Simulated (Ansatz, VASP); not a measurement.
**InSb3 in VASP and in Ansatz**

The input INCAR:

```
PREC     = Accurate       # precision mode
ENCUT    = 520            # plane-wave cutoff, eV
EDIFF    = 1E-6           # SCF threshold, eV
ISMEAR   = -1             # smearing method
SIGMA    = 0.05           # smearing width, eV
LREAL    = F              # projectors in reciprocal space
LASPH    = T              # aspherical terms in the spheres
NELM     = 80             # most SCF steps
ALGO     = Normal         # electronic algorithm
ISIF     = 2              # what is computed and relaxed
LWAVE    = F              # write WAVECAR
LCHARG   = T              # write CHGCAR
GGA      = PS             # functional
IVDW     = 13             # dispersion correction
LELF     = T              # ELF
LVHAR    = T            
NBANDS   = 22             # bands
```

KPOINTS

```
regular mesh
0
Gamma
  4 4 4
```

POSCAR

```
InSb3
1.0
    0.0000000000      3.6905417935      3.6905417935
    3.6905417935      0.0000000000      3.6905417935
    3.6905417935      3.6905417935      0.0000000000
In Sb
1 3
Direct
    0.0000000000      0.0000000000      0.0000000000
    0.2500000000      0.2500000000      0.2500000000
    0.7500000000      0.7500000000      0.7500000000
    0.5000000000      0.5000000000      0.5000000000
```

Input for Ansatz:

```yaml
crystal:
  lattice:
    - [0.0, 3.690541793472891, 3.690541793472891]
    - [3.690541793472891, 0.0, 3.690541793472891]
    - [3.690541793472891, 3.690541793472891, 0.0]
  atoms:
    - { symbol: In, position: [0.0, 0.0, 0.0] }
    - { symbol: Sb, position: [0.25, 0.25, 0.25] }
    - { symbol: Sb, position: [0.75, 0.75, 0.75] }
    - { symbol: Sb, position: [0.5, 0.5, 0.5] }
basis:
  ecutwfc: 500.0
kpoints:
  mp_grid:
    grid: [4, 4, 4]
hamiltonian:
  xc: pbesol
  dispersion: d4
scf:
  occupations:
    method: fermi_dirac
    width: 0.05
output:
  stress: true
```

The cell comes from a database or a generator and needn't be the stable form of this composition.

Alike in both runs: task single point; functional PBEsol; dispersion D4; k mesh 4 × 4 × 4; occupations fermi-dirac, width 0.05 eV; no spin polarisation.

|  | VASP | Ansatz |
| --- | --- | --- |
| version | VASP 6.6.1 | Ansatz 0.2.0 |
| potentials or method | VASP PAW PBE potentials, release 64 (In_d, Sb) | plane waves, PAW |
| plane-wave cutoff (eV) | 520 | 500 |
| valence electrons in the cell | 28 | 58 |

|  | VASP | Ansatz | Ansatz less VASP |
| --- | --- | --- | --- |
| pressure (GPa) | -1.9 | -1.9 | 0.00 |
| dispersion energy (meV/atom) | -314.0 | -314.2 | -0.18 |

The two sets of potentials don't hold the same shells in valence.

Caveats: the k mesh is coarse (spacing up to 0.37 Å⁻¹), so the values aren't converged; the PAW data sets were made with another functional, which shifts forces and pressure a little (VASP); pairwise dispersion overbinds metals, which lowers pressure and volume. Spin-orbit coupling is left out, which matters for the levels of Sb.
